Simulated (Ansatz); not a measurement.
# CuO (P4/mmm) in Ansatz: further runs

The runs below take CuO through relaxation of cell and atoms, with PBEsol.

Program: Ansatz 0.2.0. These are calculated values, not measurements. Logs are shortened: lines on timing, memory, paths and dates and some standing lists are left out, and cuts for length are marked.

## (1) The structure

It takes space group P4/mmm (No. 123, tetragonal). Conventional cell: a = 4.161 Å, b = 4.161 Å, c = 3.888 Å, α = 90.00°, β = 90.00°, γ = 90.00°. Cu (site symmetry mmm) has 4 O at 1.94 to 2.08 Å as nearest neighbours. Cu (site symmetry 4/mmm) is surrounded by 6 O at 1.94 to 2.08 Å. O (site symmetry 4/mmm) is surrounded by 6 Cu at 1.94 to 2.08 Å. O (site symmetry mmm) has 4 Cu at 1.94 to 2.08 Å as nearest neighbours.

Measurements of this composition are mostly on another form, of space group No. 15.

## (2) Relaxation of cell and atoms, PBEsol, target pressure 10 GPa, at which the enthalpy is minimised

File input.yaml:

```yaml
crystal:
  lattice:
    - [4.160937, 0.0, 0.0]
    - [0.0, 4.160937, 0.0]
    - [0.0, 0.0, 3.887643]
  atoms:
    - { symbol: Cu, position: [0.5, 0.0, 0.5] }
    - { symbol: Cu, position: [0.0, 0.5, 0.5] }
    - { symbol: Cu, position: [0.0, 0.0, 0.0] }
    - { symbol: O, position: [0.0, 0.0, 0.5] }
    - { symbol: O, position: [0.5, 0.0, 0.0] }
    - { symbol: O, position: [0.0, 0.5, 0.0] }
hamiltonian:
  xc: pbesol
  pseudopotentials: { kind: paw }
kpoints:
  mp_grid: { grid: [7, 7, 7] }
scf:
  occupations: { method: fermi_dirac, width: 0.05 }
output:
  forces: true
  stress: true
  eigenvalues: true
  write_density: true
  write_potential: true
  elf: true
  volumetric_format: npy
relax:
  f_tol: 0.01
  max_steps: 40
  cell: { stress_tol: 0.05, p_target: 10.0 }
```

Potentials or basis: Ansatz PAW.

On the command line:

```bash
ansatz run input.yaml --threads 2 --pin off --max-ram 5632MiB --backend cpu --events-out ev --progress --plain --runs-dir out
```

What it wrote:

```text
Warning: RAYON_NUM_THREADS=2 ignored (pool sized by the plan → 2); use --threads N
Engine: ansatz 0.2.0, x86_64-unknown-linux-gnu
Pseudopotentials: kind: paw
Pseudopotential: Cu, paw, valence charge 19, recommended cutoff 420 eV (normal), Cu.paw.azcp
Pseudopotential: O, paw, valence charge 6, recommended cutoff 420 eV (normal), O.paw.azcp
Functional definition: PBEsol
  exchange = pbesol_x
  correlation = pbesol_c
Crystal: 6 atoms, lattice volume = 67.308 Å³
Basis set: ecut = 420 eV, 1309 PW (Γ), exchange–correlation on 60×60×54 points (8 copies of the dense FFT grid, shifted against one another)
Bands: 45, of which v1, the nominal top of the filled ones, is band 38 counted from 1 (37 counted from 0)
Symmetry: 16 space group operations
Space group: P4/mmm (ITA 123), of the structure as read, at distance tolerance 4.1e-5 Å
k-points: 40 of 343
Non-local potential: Cu, projectors of the file, l = 0: 3, l = 1: 2, l = 2: 3, l = 3: 1
Non-local potential: O, projectors of the file, l = 0: 2, l = 1: 2, l = 2: 1
PAW form: soft (Blöchl's): semilocal exchange-correlation on the pseudo side does not see the compensation charge
PAW frozen core: Cu, regenerated for the run's functional, and the local potential with it (the file was generated under x = pbe(κ = 0.804, μ = 0.2195149727645171), c = pbe(β = 0.06672455060314922))
PAW frozen core: O, regenerated for the run's functional, and the local potential with it (the file was generated under x = pbe(κ = 0.804, μ = 0.2195149727645171), c = pbe(β = 0.06672455060314922))
PAW one-centre angular grid: Cu, 590 points (default); XC on 64 Gauss nodes
PAW one-centre angular grid: O, 110 points (default); XC on 64 Gauss nodes
Initial density: superposition of atomic densities (neutral atoms: chi_scale 0, normalization atom), corrected by the library's trained network
Initial wavefunctions: pseudopotential atomic-orbital guess
Functional: x = pbesol(κ = 0.804, μ = 0.12345679012345678), c = pbesol(β = 0.046)
SCF iter   1: F=—  HF=-21443.172700 eV  |F-HF|=—  |Δ(HF+E_count)|=         —  Δρ=1.76e-2  dr2=1.61e-1  ethr=1.77e-3  ⟨swp⟩=6.1  Hψ=6453  notcnv=0  defer=8
preconditioner: auto → LDOS  [metal: Δε(μ)=0.009 eV  Ē_g=10.887 eV  σ=0.050 eV  W_gap=0.04  n_scr=26 (ndim 8)  ℏωp=32.3 eV  f_vac=0.127  D(μ)=3.93/eV (n_scr^D=32)  β→1.0]
SCF iter   2: F=—  HF=-21443.213588 eV  |F-HF|=—  |Δ(HF+E_count)|=   4.09e-2  Δρ=2.69e-2  dr2=2.58e-1  ethr=2.14e-4  ⟨swp⟩=2.4  Hψ=3836  notcnv=0  defer=71
SCF iter   3: F=—  HF=-21443.136895 eV  |F-HF|=—  |Δ(HF+E_count)|=   7.67e-2  Δρ=8.86e-3  dr2=2.95e-2  ethr=2.14e-4  ⟨swp⟩=2.0  Hψ=2855  notcnv=0  defer=71
SCF iter   4: F=—  HF=-21443.130512 eV  |F-HF|=—  |Δ(HF+E_count)|=   6.38e-3  Δρ=2.78e-3  dr2=4.16e-3  ethr=3.93e-5  ⟨swp⟩=2.0  Hψ=2741  notcnv=0  defer=71
SCF iter   5: F=—  HF=-21443.130145 eV  |F-HF|=—  |Δ(HF+E_count)|=   3.67e-4  Δρ=1.08e-3  dr2=6.43e-4  ethr=5.54e-6  ⟨swp⟩=1.1  Hψ=1731  notcnv=0  defer=71
SCF iter   6: F=—  HF=-21443.130084 eV  |F-HF|=—  |Δ(HF+E_count)|=   6.04e-5  Δρ=3.53e-4  dr2=6.74e-5  ethr=8.57e-7  ⟨swp⟩=1.2  Hψ=1792  notcnv=0  defer=70
SCF iter   7: F=—  HF=-21443.130015 eV  |F-HF|=—  |Δ(HF+E_count)|=   6.95e-5  Δρ=1.33e-4  dr2=9.08e-6  ethr=8.98e-8  ⟨swp⟩=2.1  Hψ=2264  notcnv=0  defer=70
SCF iter   8: F=—  HF=-21443.130014 eV  |F-HF|=—  |Δ(HF+E_count)|=   4.09e-7  Δρ=4.59e-5  dr2=1.14e-6  ethr=1.21e-8  ⟨swp⟩=1.1  Hψ=1736  notcnv=0  defer=70
SCF iter   9: F=—  HF=-21443.130014 eV  |F-HF|=—  |Δ(HF+E_count)|=   1.47e-8  Δρ=2.43e-5  dr2=3.14e-7  ethr=1.51e-9  ⟨swp⟩=1.4  Hψ=1748  notcnv=0  defer=70
SCF iter  10: F=-21443.130014 eV  HF=-21443.130014 eV  |F-HF|=2.30e-8  |Δ(HF+E_count)|=   2.18e-8  Δρ=6.59e-6  dr2=2.33e-8  ethr=1.33e-10  ⟨swp⟩=12.2  Hψ=11240  notcnv=0
SCF 1 converged in 10 iterations: F = -21443.130014 eV  dr2 = 2.33e-8
relax step   1: F+E_penalty+E_count = -21443.13001426 eV  Δ(F+E_penalty+E_count) = +0.000e0 eV  max|allowed force component| = 5.682e-28 eV/Å  Δτ_max = 0.0000 Å  P = -5.503 GPa  Ω = 67.308 Å³  (10 SCF iters, dr2 threshold 1.00e-7 eV, accepted)
Crystal: 6 atoms, lattice volume = 63.863 Å³
Basis set: ecut = 420 eV, 1277 PW (Γ), exchange–correlation on 60×60×54 points (8 copies of the dense FFT grid, shifted against one another)
Initial density: handed on by an earlier stage of this run
Initial wavefunctions: those handed on with the density
[... 80 lines left out ...]
SCF iter   2: F=—  HF=-21443.052004 eV  |F-HF|=—  |Δ(HF+E_count)|=   1.37e-4  Δρ=5.02e-5  dr2=8.67e-7  ethr=8.73e-10  ⟨swp⟩=2.3  Hψ=3329  notcnv=0
SCF iter   3: F=—  HF=-21443.052004 eV  |F-HF|=—  |Δ(HF+E_count)|=   1.58e-7  Δρ=2.48e-5  dr2=2.73e-7  ethr=8.73e-10  ⟨swp⟩=2.0  Hψ=3076  notcnv=0
SCF iter   4: F=—  HF=-21443.052004 eV  |F-HF|=—  |Δ(HF+E_count)|=   4.15e-8  Δρ=9.96e-6  dr2=3.85e-8  ethr=3.63e-10  ⟨swp⟩=2.0  Hψ=2668  notcnv=0
SCF iter   5: F=—  HF=-21443.052004 eV  |F-HF|=—  |Δ(HF+E_count)|=   4.73e-9  Δρ=5.30e-6  dr2=1.05e-8  ethr=5.13e-11  ⟨swp⟩=2.0  Hψ=2357  notcnv=0
SCF iter   6: F=—  HF=-21443.052004 eV  |F-HF|=—  |Δ(HF+E_count)|=   1.16e-9  Δρ=2.18e-6  dr2=1.88e-9  ethr=1.40e-11  ⟨swp⟩=1.1  Hψ=1802  notcnv=0
SCF iter   7: F=—  HF=-21443.052004 eV  |F-HF|=—  |Δ(HF+E_count)|=  3.64e-10  Δρ=4.48e-7  dr2=7.39e-11  ethr=2.50e-12  ⟨swp⟩=2.0  Hψ=2381  notcnv=0
SCF iter   8: F=-21443.052004 eV  HF=-21443.052004 eV  |F-HF|=4.00e-11  |Δ(HF+E_count)|=  7.28e-12  Δρ=3.00e-7  dr2=3.64e-11  ethr=1.00e-12  ⟨swp⟩=5.8  Hψ=7637  notcnv=0
SCF 8 converged in 8 iterations: F = -21443.052004 eV  dr2 = 3.64e-11
relax step   8: F+E_penalty+E_count = -21443.05200421 eV  Δ(F+E_penalty+E_count) = +7.668e-4 eV  max|allowed force component| = 9.979e-29 eV/Å  Δτ_max = 0.0000 Å  P = +9.991 GPa  Ω = 60.623 Å³  stress off target by 1.27e-2 GPa  SCF on the basis re-selected at this cell (its energy is not comparable with the rows above)  (8 SCF iters)
basis re-selected at this cell: Δ(F+E_penalty+E_count) = +7.668e-4 eV, ΔP = -0.012 GPa vs the last step (what re-selecting the basis moved, of the pressure what is left beyond the Pulay correction that the steps carried, after the strain that the cell walked since its last selection, with what the two solves' SCF thresholds leave and, on support functions, any second-order correction that the steps lacked; it is no measure of the basis error at this ecutwfc). This SCF's stress stands 1.27e-2 GPa from its target on what of the cell is left free (relax.cell.stress_tol is 5.00e-2 GPa) and its largest allowed force component is 9.98e-29 eV/Å (relax.f_tol is 1.00e-2 eV/Å): within both
SCF converged after 8 iterations
Free energy (F): -21443.052004 eV
Harris-Foulkes:  -21443.052004 eV  (|F-HF|=4.00e-11)
Internal energy: -21443.027817 eV  (E = F + TS)
E sigma→0 (E₀):  -21443.039910 eV
Entropy (-TS):   -0.024188 eV (-4.031 meV/atom)
Fermi energy:    11.770619 eV
--- Per-component energies (eV) ---
  E_band       = -1308.916895
  E_kinetic    = 1418.022111
  E_local      = -15450.683442  (includes V_loc(G=0)·N_el)
  E_nonlocal   = 1327.774623
  E_hartree    = 6734.880782
  E_xc         = -482.689195
  E_vxc        = -622.901847  (∫ρ·V_xc dr)
  E_paw        = -5334.272397  (= ΣΔE_a)
  E_vpaw       = -1450.898465  (= ΣTr[D̂ρ^β])
  E_aug_tail   = 0.008465  (compensation charges beyond the density's cutoff)
  E_ewald      = -9656.793234
  E_core_change = 0.724470  (= ΣΔE_core)
  E_smearing   = -0.024188  (= −TS)
  E_closure    = -0.000000  (closes the sum)
  Σ components = -21443.052004   (vs F -21443.052004, Δ=0.00e0)
--- Forces (eV/Å), atoms counted from 1 ---
  atom   1  Cu     0.00000000     0.00000000     0.00000000
  atom   2  Cu     0.00000000    -0.00000000     0.00000000
  atom   3  Cu    -0.00000000     0.00000000     0.00000000
  atom   4  O      0.00000000     0.00000000     0.00000000
  atom   5  O      0.00000000    -0.00000000     0.00000000
  atom   6  O      0.00000000    -0.00000000     0.00000000
  max |Σ_I F_I| component: 1.59e-28 eV/Å
--- Stress (GPa, compression-positive) ---
        9.987290      -0.000000      -0.000000
       -0.000000       9.987290       0.000000
       -0.000000       0.000000       9.998000
  P = ⅓ Tr σ = 9.9909 GPa (99.909 kbar)
--- Band table (eV; the first three rows and the last of 40) ---
  k-point 0: bands = ["-100.8353", "-100.3090", "-100.3067", "-58.3900", "-58.3501", "-58.3501", "-57.9414", "-57.9390", "-57.9303", "-57.9303", "-57.6777", "-57.6777", "-8.9111", "-6.5282", "-5.9035", "4.9726", "5.1776", "5.1776", "7.9674", "7.9674", "8.2333", "8.2844", "8.3765", "8.3958", "8.3958", "8.6102", "9.1013", "9.1632", "9.1753", "9.5007", "9.5007", "9.7327", "9.8492", "9.8492", "10.0915", "10.1378", "10.1378", "10.1737", "10.3560", "13.1235", "18.3619", "20.0472", "20.9260", "20.9260", "23.1314"]
  k-point 1: bands = ["-100.8352", "-100.3090", "-100.3067", "-58.3899", "-58.3500", "-58.3500", "-57.9415", "-57.9390", "-57.9303", "-57.9303", "-57.6777", "-57.6777", "-8.8348", "-6.5460", "-5.8581", "4.7342", "5.2054", "5.2054", "7.4256", "7.4256", "7.4753", "7.5060", "8.3185", "8.3977", "8.8869", "8.8869", "9.1295", "9.2379", "9.2379", "9.3018", "9.7204", "9.8421", "9.8867", "9.8867", "10.0917", "10.5222", "10.5318", "10.5318", "10.6807", "13.7681", "18.6785", "20.4723", "20.6695", "20.6695", "22.1236"]
  k-point 2: bands = ["-100.8352", "-100.3090", "-100.3067", "-58.3898", "-58.3499", "-58.3499", "-57.9417", "-57.9390", "-57.9305", "-57.9305", "-57.6777", "-57.6777", "-8.6472", "-6.6037", "-5.7531", "4.3541", "5.2907", "5.2907", "6.1307", "6.5120", "6.8100", "6.8100", "8.4083", "8.4369", "8.8212", "8.8212", "9.0406", "9.3905", "9.4399", "9.4399", "9.6721", "10.0914", "10.0914", "10.0921", "10.3827", "10.7816", "11.0588", "11.0588", "11.3769", "15.2071", "19.2747", "20.1261", "20.1261", "21.3163", "21.6091"]
  k-point 39: bands = ["-100.8352", "-100.3079", "-100.3078", "-58.3904", "-58.3502", "-58.3502", "-57.9403", "-57.9401", "-57.9400", "-57.9197", "-57.6872", "-57.6688", "-8.1291", "-6.0098", "-5.9558", "2.9832", "3.5027", "3.5077", "5.7566", "5.8979", "5.9033", "5.9670", "6.2874", "9.0081", "9.0932", "9.1567", "9.4421", "9.5237", "9.5295", "9.6861", "10.1797", "10.4302", "10.6413", "11.1724", "11.8189", "12.8188", "13.0491", "13.0710", "13.1747", "13.4810", "18.9458", "20.2386", "20.2540", "21.3278", "21.3721"]
--- Relaxed structure (6 steps of the walk, 6 accepted, 2 SCFs on fresh bases) ---
  F+E_penalty+E_count = -21443.05200421 eV   max|allowed force component| = 9.979e-29 eV/Å   (the final SCF, on the basis selected at the relaxed cell)
  cell:  # Å, volume = 60.6232 Å³
    - [3.970872980393663, -2.394831873737353e-33, -4.1125033376865794e-33]
    - [2.3332680723559298e-33, 3.970872980393663, -8.249549385110675e-34]
    - [-3.4742601978507905e-33, -7.707711729396485e-34, 3.844738412114006]
  atoms:
    - { symbol: Cu, position: [0.49999999999999994, 2.1395206296628502e-36, 0.5] }
    - { symbol: Cu, position: [-4.889105979713372e-34, 0.49999999999999994, 0.5] }
    - { symbol: Cu, position: [7.3109077290715305e-34, 4.128370792448038e-36, -1.3177747429038154e-82] }
    - { symbol: O, position: [1.5938675338653856e-34, -9.612775786795063e-36, 0.5] }
    - { symbol: O, position: [0.49999999999999994, -4.369443539452319e-36, -8.552847072295026e-50] }
    - { symbol: O, position: [4.4462854775599106e-35, 0.49999999999999994, 0.0] }
```

It took 19 s on 2 threads of Intel Xeon 6975P-C (Granite Rapids), shared host; peak memory 0.47 GiB.

Results:

| Property | Result |
| --- | --- |
| Free energy | -21443.0520 eV |
| Relaxed volume | 10.10 Å³/atom |
| Relaxed cell | a = 3.971 Å, b = 3.971 Å, c = 3.845 Å, α = 90.00°, β = 90.00°, γ = 90.00° |
| Space group after relaxing (to 0.05 Å) | P4/mmm (No. 123) |
| Energy change on relaxing (the enthalpy is what falls) | +13.0 meV/atom |
| Ionic steps | 8 |
| Pressure after relaxing | 10.0 GPa |
| Band gap on the k mesh | none (metal or under the smearing width) |

The path:
```csv
step,energy change (eV),largest force (eV/Å),volume (Å³)
1,0.0000,0.0000,67.31
2,-0.0491,0.0000,63.86
3,0.0769,0.0000,60.41
4,0.0490,0.0000,60.80
5,0.0493,0.0000,60.80
6,0.0675,0.0000,60.80
7,0.0772,0.0000,60.62
8,0.0780,0.0000,60.62
```

Final structure:
```
CELL_PARAMETERS angstrom
3.97087 0.00000 0.00000
0.00000 3.97087 0.00000
0.00000 0.00000 3.84474
ATOMIC_POSITIONS crystal
Cu 0.50000 0.00000 0.50000
Cu 0.00000 0.50000 0.50000
Cu 0.00000 0.00000 0.00000
O 0.00000 0.00000 0.50000
O 0.50000 0.00000 0.00000
O 0.00000 0.50000 0.00000
```

Levels at points of the mesh, in eV from the Fermi level:
| k point | band 36 | band 37 | band 38 | band 39 | band 40 | band 41 |
| --- | --- | --- | --- | --- | --- | --- |
| (0.00, 0.00, 0.00) | -1.63 | -1.63 | -1.60 | -1.41 | 1.35 | 6.59 |

Caveat: the plane-wave basis is chosen anew once the cell has moved, so the energies of steps on either side of that aren't comparable; the pressure holds a Pulay correction of +0.7 GPa for the finite cutoff; an odd number of electrons without spin polarisation forces a metal; a magnetic or distorted state may lie lower; the run has no spin polarisation, though such a crystal can be magnetic; semilocal functionals often make such compounds metallic where correlation or magnetic order opens a gap, which also shifts bond lengths; the PAW data sets come from PBE, with cores solved anew for the run's functional, which leaves a small shift of forces and pressure. With open d or f shells a metallic result of PBEsol can be an artefact of self-interaction; +U or a hybrid may open a gap.

(Continued in part 2 of 2.)
